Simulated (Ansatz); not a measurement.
Results of PBEsol (PAW; Ansatz, an electronic-structure program) for rock-salt LiI.

Run with plane-wave cutoff 520 eV, 10×10×10 k mesh, Fermi–Dirac smearing 0.01 eV, scalar-relativistic PAW data made under PBE.

Pressure at four volumes; x = ln(V/25.702 Å³). One pressure is withheld.

```json
[
 {"V (Å³/atom)": "24.160", "x": "-0.0619", "P (GPa)": "1.606"},
 {"V (Å³/atom)": "25.702", "x": "0.0000", "P (GPa)": "0.002"},
 {"V (Å³/atom)": "26.730", "x": "0.0392", "P (GPa)": "-0.809"},
 {"V (Å³/atom)": "27.244", "x": "0.0583", "P (GPa)": "?"}
]
```

Problem. Pass a parabola P(x) through the three rows shown, estimate the bulk modulus and its pressure derivative near zero pressure, and predict the withheld pressure.

Solution. Slopes between the rows: (0.002 − (1.606))/(0.0000 − (-0.0619)) = -25.91 and (-0.809 − (0.002))/(0.0392 − (0.0000)) = -20.69 GPa. Their difference over the span 0.1011 is c = 5.22/0.1011 = 51.6 GPa, so P(x) = 1.606 + (-25.91)(x − (-0.0619)) + 51.6 (x − (-0.0619))(x − (0.0000)). At the middle row B = −dP/dx = −[-25.91 + 51.6 × 0.0619] = 22.7 GPa, and B′ = dB/dP = 2c/B = 4.5. At x = 0.0583 the parabola gives -1.147 GPa; the run gives -1.152 GPa. The Birch–Murnaghan fit to the energies at all volumes has B0 = 22.6 GPa and B′ = 4.5.

Measured, for comparison: bulk modulus 24 GPa (0 K, extrapolated to 0 K; as tabulated in Doll and Stoll (1998), arXiv:cond-mat/9801031). Computed less measured: bulk modulus -6 %.

Spin–orbit coupling is not included.
